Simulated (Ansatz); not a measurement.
Ansatz input file:

```yaml
crystal:
  lattice:
    - [2.8041770214, 0.0, 0.0]
    - [-1.4020885107, 2.4284885372, 0.0]
    - [0.0, 0.0, 4.6666201251]
  atoms:
    - { symbol: Pd, position: [0.6666666667, 0.3333333333, 0.75], spin: 0.41 }
    - { symbol: Pd, position: [0.3333333333, 0.6666666667, 0.25], spin: 0.41 }
basis:
  ecutwfc: 420
kpoints:
  mp_grid: { grid: [18, 18, 10] }
hamiltonian:
  xc: pbe
scf:
  occupations: { method: gaussian, width: 0.1 }
output:
  forces: true
  stress: true
  eigenvalues: true
  populations: true
magnetization:
  spin_polarized: true
relax:
  adjacent_minimum: "off"
  f_tol: 0.01
  max_steps: 30
  cell: { stress_tol: 0.1, fix: [volume] }
```

Command:
```bash
ansatz run input.yaml --threads 1 --pin off --max-ram 2560MiB --backend cpu --events-out ev --progress --plain --runs-dir out
```

These are results of DFT PBE, scalar-relativistic, plane waves, PAW in Ansatz 0.2.0, not measurements.

Abridged output (iterations and final results):

```
SCF iter   1: F=—  HF=-13947.511981 eV  |F-HF|=—  |Δ(HF+E_count)|=         —  Δρ=7.74e-2 (↑7.74e-2 ↓7.23e-2) dr2=7.43e0  dr2_m=8.73e-3  M=0.701 μB ∫|m|=0.711 μB  β_m=0.30  ethr=3.10e-3  ⟨swp⟩=5.0  Hψ=42226  notcnv=0
spin=Collinear: Kerker preconditioning applied to the charge; magnetization (m = ρ↑ − ρ↓) channel mixes plain (no charge-response kernel on spin).
SCF iter   2: F=—  HF=-13946.222867 eV  |F-HF|=—  |Δ(HF+E_count)|=    1.29e0  Δρ=4.32e-2 (↑4.32e-2 ↓4.22e-2) dr2=2.43e0  dr2_m=3.64e-3  M=0.706 μB ∫|m|=0.726 μB  β_m=0.30  ethr=3.10e-3  ⟨swp⟩=2.5  Hψ=20741  notcnv=0  defer=209
SCF iter   3: F=—  HF=-13945.631925 eV  |F-HF|=—  |Δ(HF+E_count)|=   5.91e-1  Δρ=1.61e-2 (↑1.29e-2 ↓1.61e-2) dr2=1.09e-1  dr2_m=1.64e-3  M=0.713 μB ∫|m|=0.739 μB  β_m=0.30  ethr=3.10e-3  ⟨swp⟩=2.1  Hψ=16647  notcnv=0  defer=209
SCF iter   4: F=—  HF=-13945.635529 eV  |F-HF|=—  |Δ(HF+E_count)|=   3.60e-3  Δρ=3.01e-3 (↑3.01e-3 ↓2.77e-3) dr2=4.70e-3  dr2_m=9.42e-4  M=0.714 μB ∫|m|=0.744 μB  β_m=1.00  ethr=3.04e-4  ⟨swp⟩=2.0  Hψ=22837  notcnv=0  defer=235
SCF iter   5: F=—  HF=-13945.637381 eV  |F-HF|=—  |Δ(HF+E_count)|=   1.85e-3  Δρ=2.02e-3 (↑2.02e-3 ↓1.71e-3) dr2=1.39e-3  dr2_m=1.44e-4  M=0.723 μB ∫|m|=0.764 μB  β_m=1.00  ethr=1.31e-5  ⟨swp⟩=2.0  Hψ=14300  notcnv=0  defer=235
SCF iter   6: F=—  HF=-13945.637982 eV  |F-HF|=—  |Δ(HF+E_count)|=   6.01e-4  Δρ=5.75e-4 (↑4.05e-4 ↓5.75e-4) dr2=6.34e-5  dr2_m=4.45e-5  M=0.731 μB ∫|m|=0.776 μB  β_m=1.00  ethr=3.85e-6  ⟨swp⟩=2.1  Hψ=16682  notcnv=0  defer=235
SCF iter   7: F=—  HF=-13945.638037 eV  |F-HF|=—  |Δ(HF+E_count)|=   5.55e-5  Δρ=3.59e-4 (↑2.77e-4 ↓3.59e-4) dr2=3.14e-5  dr2_m=1.24e-5  M=0.735 μB ∫|m|=0.782 μB  β_m=1.00  ethr=1.76e-7  ⟨swp⟩=1.5  Hψ=11650  notcnv=0  defer=235
SCF iter   8: F=—  HF=-13945.638066 eV  |F-HF|=—  |Δ(HF+E_count)|=   2.91e-5  Δρ=1.62e-4 (↑1.62e-4 ↓1.16e-4) dr2=1.88e-6  dr2_m=4.74e-6  M=0.738 μB ∫|m|=0.786 μB  β_m=0.30  ethr=8.73e-8  ⟨swp⟩=2.1  Hψ=16973  notcnv=0  defer=235
Mixer restart at iter 8: flushing history
spin-set hold released at iteration 8 (site moments contracting): the magnetisation degrees of freedom join the quasi-Newton model from the next iteration; the mixer history was flushed
SCF iter   9: F=—  HF=-13945.638110 eV  |F-HF|=—  |Δ(HF+E_count)|=   4.40e-5  Δρ=1.75e-4 (↑1.75e-4 ↓1.21e-4) dr2=1.55e-6  dr2_m=5.93e-6  M=0.739 μB ∫|m|=0.787 μB  β_m=0.65  ethr=5.22e-9  ⟨swp⟩=2.1  Hψ=13395  notcnv=0  defer=235
SCF iter  10: F=—  HF=-13945.638159 eV  |F-HF|=—  |Δ(HF+E_count)|=   4.83e-5  Δρ=1.32e-4 (↑1.17e-4 ↓1.32e-4) dr2=1.03e-7  dr2_m=4.49e-6  M=0.744 μB ∫|m|=0.793 μB  β_m=0.82  ethr=4.31e-9  ⟨swp⟩=2.0  Hψ=18019  notcnv=0  defer=235
SCF iter  11: F=—  HF=-13945.638161 eV  |F-HF|=—  |Δ(HF+E_count)|=   2.67e-6  Δρ=6.05e-5 (↑6.05e-5 ↓2.47e-5) dr2=4.51e-7  dr2_m=4.82e-7  M=0.746 μB ∫|m|=0.796 μB  β_m=0.84  ethr=2.78e-10  ⟨swp⟩=7.1  Hψ=42589  notcnv=0
SCF iter  12: F=—  HF=-13945.638161 eV  |F-HF|=—  |Δ(HF+E_count)|=   1.69e-7  Δρ=5.60e-6 (↑2.14e-6 ↓5.60e-6) dr2=5.01e-9  dr2_m=3.03e-9  M=0.748 μB ∫|m|=0.797 μB  β_m=0.92  ethr=2.78e-10  ⟨swp⟩=2.0  Hψ=34946  notcnv=0
SCF iter  13: F=-13945.638161 eV  HF=-13945.638161 eV  |F-HF|=2.11e-10  |Δ(HF+E_count)|=   2.54e-9  Δρ=1.43e-6 (↑9.77e-7 ↓1.43e-6) dr2=4.97e-10  dr2_m=1.84e-10  M=0.748 μB ∫|m|=0.797 μB  ethr=1.39e-11  ⟨swp⟩=2.5  Hψ=22139  notcnv=0
SCF 1 converged in 13 iterations: F = -13945.638161 eV  dr2 = 4.97e-10
relax step   1: F+E_penalty+E_count = -13945.63816147 eV  Δ(F+E_penalty+E_count) = +0.000e0 eV  max|allowed force component| = 6.014e-17 eV/Å  Δτ_max = 0.0000 Å  P = -4.488 GPa  Ω = 31.779 Å³  fix = [volume]  reactions: volume -4.488 GPa (13 SCF iters, dr2 threshold 1.00e-7 eV, accepted)
Initial density: handed on by an earlier stage of this run
Starting moments: Σ|m| = 0.82 μB on 2 of 2 sites; this step starts from the density that it was given
Initial wavefunctions: pseudopotential atomic-orbital guess (no wavefunctions were taken with the density)
SCF iter   1: F=—  HF=-13945.638161 eV  |F-HF|=—  |Δ(HF+E_count)|=         —  Δρ=1.44e-6 (↑9.98e-7 ↓1.44e-6) dr2=5.21e-10  dr2_m=1.83e-10  M=0.748 μB ∫|m|=0.797 μB  β_m=0.30  ethr=4.27e-9  ⟨swp⟩=3.1  Hψ=73158  notcnv=0
spin=Collinear: Kerker preconditioning applied to the charge; magnetization (m = ρ↑ − ρ↓) channel mixes plain (no charge-response kernel on spin).
SCF iter   2: F=—  HF=-13945.638161 eV  |F-HF|=—  |Δ(HF+E_count)|=   7.70e-8  Δρ=1.10e-6 (↑7.18e-7 ↓1.10e-6) dr2=2.92e-10  dr2_m=1.10e-10  M=0.748 μB ∫|m|=0.797 μB  β_m=0.65  ethr=1.45e-12  ⟨swp⟩=2.1  Hψ=16468  notcnv=0
SCF iter   3: F=-13945.638161 eV  HF=-13945.638161 eV  |F-HF|=7.28e-12  |Δ(HF+E_count)|=  1.80e-10  Δρ=2.45e-7 (↑2.24e-7 ↓2.45e-7) dr2=3.33e-11  dr2_m=3.29e-12  M=0.748 μB ∫|m|=0.797 μB  ethr=1.00e-12  ⟨swp⟩=2.2  Hψ=33288  notcnv=0
SCF 2 converged in 3 iterations: F = -13945.638161 eV  dr2 = 3.33e-11
SCF converged after 3 iterations
Magnetization: 0.7476 μB (18.3738 up, 17.6262 down)
Absolute magnetization: 0.7970 μB (∫|ρ↑−ρ↓|, with the PAW one-centre terms)
Spin contamination: 0.0022 ħ² per cell (⟨S²⟩ above its minimum at these occupations)
Per-site moments (μB) at R_I (Å): [(0.38468627, 1.15672302), (0.38468627, 1.15672302)]
Free energy (F): -13945.638161 eV
Harris-Foulkes:  -13945.638161 eV  (|F-HF|=7.28e-12)
Internal energy: -13945.618803 eV  (E = F + TS)
E sigma→0 (E₀):  -13945.628482 eV
Entropy (-TS):   -0.019359 eV (-9.679 meV/atom)
Fermi energy:    17.947935 eV
--- Per-component energies (eV) ---
  E_band       = -331.631696
  E_kinetic    = 1024.988378
  E_local      = -3707.373979  (includes V_loc(G=0)·N_el)
  E_nonlocal   = 434.858825
  E_hartree    = 1498.242739
  E_xc         = -336.202397
  E_vxc        = -421.670366  (∫ρ·V_xc dr)
  E_paw        = -7500.569986  (= ΣΔE_a)
  E_vpaw       = -658.920182  (= ΣTr[D̂ρ^β])
  E_aug_tail   = 0.000411  (compensation charges beyond the density's cutoff)
  E_ewald      = -5359.562793
  E_smearing   = -0.019359  (= −TS)
--- Forces (eV/Å), atoms counted from 1 ---
  atom   1  Pd     0.00000000     0.00000000     0.00000000
  atom   2  Pd     0.00000000     0.00000000     0.00000000
--- Stress (GPa, compression-positive) ---
       -4.529900       0.000000       0.000000
        0.000000      -4.529900       0.000000
        0.000000       0.000000      -4.404833
  P = ⅓ Tr σ = -4.4882 GPa (-44.882 kbar)
--- Band table (eV; the first three rows and the last of 444) ---
  k-point 0 ↑: bands = ["-66.1260", "-66.0910", "-31.9468", "-31.7392", "-31.7392", "-31.6987", "-31.6987", "-31.6521", "11.3040", "13.0537", "15.1487", "15.3470", "15.3470", "15.6567", "15.6567", "16.2930", "16.2930", "17.5641", "17.5641", "18.9259", "24.2875", "34.8244", "36.3273"]
  k-point 1 ↑: bands = ["-66.1252", "-66.0918", "-31.9397", "-31.7382", "-31.7382", "-31.6997", "-31.6997", "-31.6594", "11.3869", "13.0681", "15.1274", "15.3267", "15.3267", "15.6318", "15.6318", "16.3540", "16.3540", "17.5537", "17.5537", "18.5118", "24.8310", "34.6524", "36.4299"]
  k-point 2 ↑: bands = ["-66.1227", "-66.0943", "-31.9191", "-31.7354", "-31.7354", "-31.7026", "-31.7026", "-31.6806", "11.6286", "13.1024", "15.0734", "15.2868", "15.2868", "15.5647", "15.5647", "16.5119", "16.5119", "17.5171", "17.5171", "17.6020", "26.1315", "34.2965", "36.4029"]
  k-point 221 ↓: bands = ["-65.7647", "-65.7647", "-31.6147", "-31.6147", "-31.5710", "-31.5710", "-31.4141", "-31.4141", "14.3832", "14.3832", "14.7808", "14.7808", "15.5388", "15.5388", "16.4366", "16.4366", "17.9164", "17.9164", "24.6477", "24.6477", "26.3324", "26.3324", "26.8221"]
--- Relaxed structure (1 steps of the walk, 1 accepted, 1 SCFs on fresh bases) ---
  F+E_penalty+E_count = -13945.63816147 eV   max|allowed force component| = 5.551e-17 eV/Å   (the final SCF, on the basis selected at the relaxed cell)
  cell:  # Å, volume = 31.7793 Å³
    - [2.80417702, 0.0, 0.0]
    - [-1.40208851, 2.42848853, 0.0]
    - [0.0, 0.0, 4.6666201251]
  atoms:
    - { symbol: Pd, position: [0.66666666, 0.33333333, 0.75] }
    - { symbol: Pd, position: [0.33333333, 0.66666666, 0.25] }
--- Löwdin populations: 2 sites ---
  site symbol q [e]    m [muB]
     0     Pd     17.3795     0.3769
     1     Pd     17.3795     0.3769
  spilling = 0.034471 (of n_electrons = 36.000000)
```

The relaxation met its thresholds.

It took 66 s on 1 thread of Arm Neoverse N1, with other jobs on the host, peak memory 0.48 GiB.